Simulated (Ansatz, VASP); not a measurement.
AlRu3: VASP beside Ansatz

```
Al Ru
1.0
     0.00000    3.03652    3.03652
     3.03652    0.00000    3.03652
     3.03652    3.03652    0.00000
Al Ru
1 3
Direct
  0.00000 0.00000 0.00000
  0.25000 0.25000 0.25000
  0.75000 0.75000 0.75000
  0.50000 0.50000 0.50000
```

Change from the starting cell: species swapped into the Li3Pt type (Fm-3m, No. 225).

Alike in both runs: functional PBE; k mesh 6 × 6 × 6; occupations gaussian, width 0.1 eV; no spin polarisation.

Ansatz relaxed the structure, and its values are those at the end. VASP's run is a single point on that final structure, the one shown.

|  | VASP | Ansatz |
| --- | --- | --- |
| version | VASP 6.6.1 | Ansatz 0.2.0 |
| potentials or method | VASP PAW PBE potentials, release 64 (Al, Ru_pv) | scalar-relativistic, plane waves, PAW |
| plane-wave cutoff (eV) | 520 | 420 |
| valence electrons in the cell | 45 | 51 |

|  | VASP | Ansatz | Ansatz less VASP |
| --- | --- | --- | --- |
| gap on the k mesh at the Fermi level (eV) | none | none | - |
| pressure (GPa) | -0.3 | -0.3 | +0.08 |

A gap of «none» marks a metal or a gap that the smearing closes. The two sets of potentials don't hold the same shells in valence.
